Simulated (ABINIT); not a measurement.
WC (Qusongite):

```
W C
1.0
     2.90650    0.00000    0.00000
    -1.45325    2.51710    0.00000
     0.00000    0.00000    2.83660
W C
1 1
Direct
  0.00000 0.00000 0.00000
  0.66667 0.33333 0.50000
```

Base run:

* Program: ABINIT 10.8.3 (patched build)
* Functional: PBE
* Potentials or basis: PseudoDojo NC SR PBE v0.5 stringent
* Cutoff: 1116 eV
* k mesh: 10 × 10 × 9
* Occupations: fermi-dirac, width 0.05 eV
* Spin: no spin polarisation

Its results: band gap on the k mesh none (metal or under the smearing width); pressure 5.7 GPa.

Question: The run is repeated on the same cell with these changes: potentials or basis from PseudoDojo NC SR PBE v0.5 stringent to SG15 NC PBE v1.2; cutoff from 1116 eV to 1088 eV; valence electrons from 18 to 32. What comes out?

Answer: Band gap on the k mesh none (metal or under the smearing width); pressure 5.2 GPa.

Caveats: spin-orbit coupling is left out, which moves the levels of the heavy elements.
